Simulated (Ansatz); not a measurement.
## A strain series on HfO2 (fluorite): uniaxial along z, other directions held

HfO2 in the fluorite structure, relaxed with r2SCAN in Ansatz 0.2.0, then strained (uniaxial along z, other directions held; changes of length per length, axes as in the cell below) with the atoms relaxed again within the symmetry that is left. It is cubic, Fm-3m (No. 225); a = 5.058 Å in the conventional setting, 10.79 Å³ an atom. Hf has 8 O at 2.19 Å; O has 4 Hf at 2.19 Å. Spin-unpolarised throughout; all numbers are computed.

```yaml
crystal:
  lattice:
    - [0.00000, 2.52918, 2.52918]
    - [2.52918, 0.00000, 2.52918]
    - [2.52918, 2.52918, 0.00000]
  atoms:
    - { symbol: Hf, position: [0.00000, 0.00000, 0.00000] }
    - { symbol: O, position: [0.25000, 0.25000, 0.25000] }
    - { symbol: O, position: [0.75000, 0.75000, 0.75000] }
```

Gaps are the least over each mesh (PBE 8×8×8, r2SCAN 8×8×8, HSE06 6×6×6 when unstrained) and the special points, which keep their unstrained names; stress is the change from the unstrained cell, compression positive.

```tsv
strain (%)	gap, PBE (eV)	gap, r2SCAN (eV)	gap, HSE06 (eV)	edges, HSE06	stress along the strain, r2SCAN (GPa)	energy rise, r2SCAN (meV/atom)
-2.71	3.588	4.116	5.249	X → X	+17.23	15.4
0.0	3.803	4.303	5.409	X	0.00	0.0
+2.0	3.656	4.156	5.261	X	-11.49	7.8
```

Problem. Estimate the row for a strain of -5.33 %.

Solution.
```tsv
strain (%)	gap, PBE (eV)	gap, r2SCAN (eV)	gap, HSE06 (eV)	edges, HSE06	stress along the strain, r2SCAN (GPa)	energy rise, r2SCAN (meV/atom)
-5.33	3.228	3.758	4.899	X → Γ	+36.04	62.1
```

With HSE06 the edges change from X → Γ (indirect) to X → X (indirect) between -5.33 and -2.71 %. With HSE06 the edges change from X → X (indirect) to X (direct) between -2.71 and 0.0 %. With r2SCAN the edges change from X → Γ (indirect) to X (direct) between -2.71 and 0.0 %. With PBE the edges change from X → Γ (indirect) to X (direct) between -2.71 and 0.0 %. With PBE the edges change from X (direct) to X → Γ (indirect) between 0.0 and +2.0 %.

No spin-orbit coupling is included; it can move band edges with weight on the heavy atoms by tenths of an eV.

The meshes of the hybrids are coarse, so their gaps aren't converged to the digits shown.
